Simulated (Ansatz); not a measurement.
Computed with DFT PBE, scalar-relativistic, plane waves, PAW (Ansatz). Settings: cutoff 420 eV, Γ-centred meshes spaced at most about 0.3 Å⁻¹, and about 0.25 Å⁻¹ or finer for metals (2π included), Gaussian smearing. No spin polarisation in the final relaxations.

All energies are static (0 K, no zero-point motion).

Two relaxed structures of HfO2:

A.

```xyz
6
Lattice="4.8804 0.0000 0.0000 0.0000 4.8804 0.0000 0.0000 0.0000 3.2377" Properties=species:S:1:pos:R:3 pbc="T T T"
Hf    0.0000    0.0000    0.0000
Hf    2.4402    2.4402    1.6188
O     0.9508    3.9296    1.6188
O     1.4894    1.4894    0.0000
O     3.3910    3.3910    0.0000
O     3.9296    0.9508    1.6188
```

B.

```xyz
6
Lattice="5.5307 0.0000 0.0000 -2.7654 4.7897 0.0000 0.0000 0.0000 2.8522" Properties=species:S:1:pos:R:3 pbc="T T T"
Hf    0.0000    3.1932    1.4261
Hf    2.7654    1.5966    1.4261
O     2.7654    0.0000    0.0000
O    -1.3827    2.3949    0.0000
O     1.3827    2.3949    0.0000
O     0.0000    0.0000    0.0000
```

Task: Which would you expect to be lower, and how large is the difference?

Result: A is lower, by 1.29 eV/atom. A has the rutile type, space group P4_2/mnm (No. 136), 12.9 Å³/atom and a gap of 3.90 eV on its mesh; B has space group P6/mmm (No. 191), 12.6 Å³/atom and no gap. In A, around Hf lie 6 O at 2.10–2.11 Å; O has 3 Hf at 2.10–2.11 Å. In B, Hf is surrounded by 6 O at 2.14 Å, 2 Hf at 2.85 Å and 3 Hf at 3.19 Å; O on a site of symmetry mmm is surrounded by 4 Hf at 2.14 Å and 8 O at 2.77–2.85 Å; around O on a site of symmetry 6/mmm lie 8 O at 2.77–2.85 Å (long against covalent radii, as for large ions). Origin: A is a Materials Project cell, relaxed; B was invented. The part of the Crystallography Open Database at hand lists HfO2 in space groups No. 14, 61, 225; no cell shown has one of them.

These runs have no spin–orbit coupling, which can matter for Hf. Kohn–Sham gaps at this level usually fall short of measured ones. Cells relaxed within their symmetry can be saddle points.

Rutile-type A is lower by 1.29 eV/atom, a gap far too large to be a subtle polymorph preference. Packing doesn't explain it, as B is slightly denser. The main cause is probably the oxygen on the 6/mmm site in B: the coordinates leave it without any Hf at bonding distance, surrounded only by other oxygens. It thus lacks the Madelung stabilisation an oxide ion needs, and its 2p levels should lie high and remain partly empty, which would also account for the missing gap. In A every oxygen binds three Hf, giving a filled O 2p valence band below empty Hf 5d states. B also pushes Hf ions to 2.85 Å across shared prism faces, a repulsion that formally d⁰ cations cannot offset by metal–metal bonding.

The result doesn't make A the ground state: HfO2 is monoclinic under ambient conditions, with sevenfold-coordinated Hf, which suits this large cation better than rutile's octahedra. An open 2p shell in B could also carry a moment, which would lower its energy somewhat.
